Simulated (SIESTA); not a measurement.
FeO (Wuestite):

```
CELL_PARAMETERS angstrom
0.00000 2.15540 2.15540
2.15540 0.00000 2.15540
2.15540 2.15540 0.00000
ATOMIC_POSITIONS crystal
Fe 0.00000 0.00000 0.00000
O 0.50000 0.50000 0.50000
```

Base run:

| Item | Value |
| --- | --- |
| Program | SIESTA 5.4.2 |
| Functional | PBE |
| Potentials or basis | PseudoDojo 0.4 standard (PBE files) |
| Basis | TZP (energy shift 0.002 Ry) |
| Grid cutoff | 800 Ry |
| Energy shift | 0.002 Ry |
| k mesh | 8 × 8 × 8 |
| Occupations | fermi-dirac, width 0.05 eV |
| Spin | collinear spin, ferromagnetic start |
| Starting moments | [3.0, 0.0] μB |

Its results: band gap on the k mesh none (metal or under the smearing width); pressure 0.1 GPa; net moment 4.00 μB per cell; site moments Fe +3.71; O +0.30 μB.

Task: The run is repeated on the same cell with these changes: functional from PBE to PBEsol; potentials or basis from PseudoDojo 0.4 standard (PBE files) to PseudoDojo 0.4 standard (PBEsol files). What comes out?

Result: Band gap on the k mesh none (metal or under the smearing width); pressure -8.1 GPa; net moment 4.00 μB per cell; site moments Fe +3.70; O +0.30 μB.

Caveats: semicore shells carry a single zeta, which can move pressures by several GPa and volumes by a few percent; the basis of atomic orbitals isn't converged, which shifts pressures, moduli and gaps; a cell with one magnetic atom can't hold antiferromagnetic order, which such compounds often take; semilocal functionals often make such compounds metallic where correlation or magnetic order opens a gap, which also shifts bond lengths.

Not every run made on this cell is shown here.
